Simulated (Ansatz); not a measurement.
Write the native input for Ansatz 0.2.0 that does the following.

```yaml
Task: band structure
Functional: PBEsol
Potentials_or_basis: all-electron LAPW, inner shells corrected to Dirac's equation
Cutoff: 247 eV (chosen from the basis error)
Basis_error_allowed: 0.002 eV/atom
k_mesh: 7 × 7 × 7
Occupations: fermi-dirac, width 0.05 eV
Spin: no spin polarisation
```

The system is Ge.

```xyz
4
Lattice="0.0000 2.8857 5.1157 2.6305 0.0000 5.1157 2.6305 2.8857 0.0000" Properties=species:S:1:pos:R:3 pbc="T T T"
Ge    2.6305    4.1929    5.1157
Ge    2.6305    1.5786    5.1157
Ge    2.6305    2.8857    2.2318
Ge    2.6305    2.8857    7.9995
```

This isn't the form of Ge at room conditions, which is diamond.

These files were run (other wordings do the same):

input.yaml

```yaml
crystal:
  lattice:
    - [0.0, 2.88574, 5.115665]
    - [2.630497, 0.0, 5.115665]
    - [2.630497, 2.88574, 0.0]
  atoms:
    - { symbol: Ge, position: [0.72649, 0.27351, 0.72649] }
    - { symbol: Ge, position: [0.27351, 0.72649, 0.27351] }
    - { symbol: Ge, position: [0.218133, 0.218133, 0.781867] }
    - { symbol: Ge, position: [0.781867, 0.781867, 0.218133] }
kpoints:
  mp_grid: { grid: [7, 7, 7] }
  band_path:
    path:
      - [0.0, 0.0, 0.0]
      - [0.5, 0.0, 0.5]
      - [0.5, 0.1083705569, 0.6083705569]
      - [0.0286819066, 0.5, 0.5286819066]
      - [0.0, 0.5, 0.5]
      - [0.0, 0.0, 0.0]
      - [0.5, 0.5, 0.0]
      - [0.9713180934, 0.5, 0.4713180934]
    npoints: 12
scf:
  occupations: { method: fermi_dirac, width: 0.05 }
hamiltonian:
  xc: pbesol
  pseudopotentials:
    kind: all_electron
    lapw: { basis_error: 0.002 }
    dirac_shells: { Ge: ["3p"] }
output:
  forces: true
  stress: true
  eigenvalues: true
```

Potentials or basis: all-electron LAPW, inner shells corrected to Dirac's equation.

The run is started by

```sh
$ ansatz run input.yaml --threads 2 --pin off --max-ram 8192MiB --backend cpu --events-out ev --progress --plain --runs-dir out
```

It gave:

```json
{"Pressure": "-3.5 GPa", "Largest force": "0.043 eV/Å", "Band gap along the path": "none (metal or under the smearing width)"}
```

Run time: 33 s on 2 threads of Arm Neoverse V2, on a shared host, peak memory 0.54 GiB.
